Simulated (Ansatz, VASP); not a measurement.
# Two plane-wave programs on HfO2

INCAR

```
PREC = Accurate ; ENCUT = 520
EDIFF = 1E-7 ; ISMEAR = 0
SIGMA = 0.05 ; LREAL = False
LASPH = True ; NELM = 60
ALGO = Normal ; ISIF = 2
LWAVE = False ; LCHARG = True
GGA = PS ; LELF = True
LVHAR = True ; NBANDS = 18
```

Contents of KPOINTS:

```
regular mesh
0
Gamma
  8 8 8
```

The input POSCAR:

```
HfO2
1.0
    0.0000000000      2.6214375000      2.6214375000
    2.6214375000      0.0000000000      2.6214375000
    2.6214375000      2.6214375000      0.0000000000
Hf O
1 2
Direct
    0.0000000000      0.0000000000      0.0000000000
    0.2500000000      0.2500000000      0.2500000000
    0.7500000000      0.7500000000      0.7500000000
```

Input for Ansatz:

```yaml
crystal:
  lattice:
    - [0.0, 2.6214375, 2.6214375]
    - [2.6214375, 0.0, 2.6214375]
    - [2.6214375, 2.6214375, 0.0]
  atoms:
    - { symbol: Hf, position: [0.0, 0.0, 0.0] }
    - { symbol: O, position: [0.25, 0.25, 0.25] }
    - { symbol: O, position: [0.75, 0.75, 0.75] }
basis:
  ecutwfc: 420
kpoints:
  mp_grid: { grid: [8, 8, 8] }
hamiltonian:
  xc: pbesol
scf:
  occupations: { method: gaussian, width: 0.05 }
output:
  forces: true
  stress: true
  eigenvalues: true
```

Change from the starting cell: strain +0.025 along x and y, +0.025 along z, atoms carried along.

Alike in both runs: task single point; functional PBEsol; k mesh 8 × 8 × 8; occupations gaussian, width 0.05 eV; no spin polarisation.

```csv
,VASP,Ansatz
version,VASP 6.6.1,Ansatz 0.2.0
potentials or method,"VASP PAW PBE potentials, release 64 (Hf_pv, O)","scalar-relativistic, plane waves, PAW"
plane-wave cutoff (eV),520,420
valence electrons in the cell,22,38
```

|  | VASP | Ansatz | Ansatz less VASP |
| --- | --- | --- | --- |
| gap on the k mesh at the Fermi level (eV) | 3.41 | 3.41 | +0.005 |
| least direct gap on the mesh (eV) | 3.41 | 3.41 | +0.005 |
| pressure (GPa) | -26.8 | -24.0 | +2.77 |

The two sets of potentials don't hold the same shells in valence.

Caveats: so large a pressure means that the cell lies far from this level's equilibrium, or that cutoff or potentials fall short (VASP); the potentials were made for another functional, which shifts forces and pressure (VASP); spin-orbit coupling is left out, which moves the levels of the heavy elements. A k mesh can miss the band edges.
